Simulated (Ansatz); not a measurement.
# Calculated coordination and ⁷³Ge quadrupole coupling for Ge at a changed volume

Cell: an entry of the Crystallography Open Database (COD), relaxed with PBE at fixed cell and then changed (volume scaled by 1.04, ions relaxed).

Space group P4_32_12 (No. 96); a = 6.0080, c = 7.0719 Å.

| site | Wyckoff | site symmetry | x | y | z |
| --- | --- | --- | --- | --- | --- |
| Ge1 | 4a | ..2 | 0.0881 | 0.0881 | 0.0000 |
| Ge5 | 8b | 1 | 0.1718 | 0.3699 | 0.2544 |

One atom of each set is listed.

Method: Kohn–Sham DFT in Ansatz, PBE, plane waves and PAW, scalar-relativistic, 420 eV cutoff, Γ-centred 8×8×7 k-points, Fermi–Dirac smearing 0.02 eV.

Q(⁷³Ge) = -196.0 mb.

(1) Order the Ge environments from the weakest to the strongest quadrupole coupling.
A. Ge5: 4 Ge at 2.51–2.55 Å
B. Ge1: 4 Ge at 2.51–2.52 Å

## Answers

(1) B (21.8 MHz, η = 0.75), A (26.3 MHz, η = 0.76).

Like point charges on the first shell alone (each adding as 1/d³) would put Ge1 above Ge5: the covalent part of each bond and the atoms beyond the first shell count as well.

With a gap of 0.4 eV on this mesh, the gradients can still move by some per cent as the k-mesh gets denser.
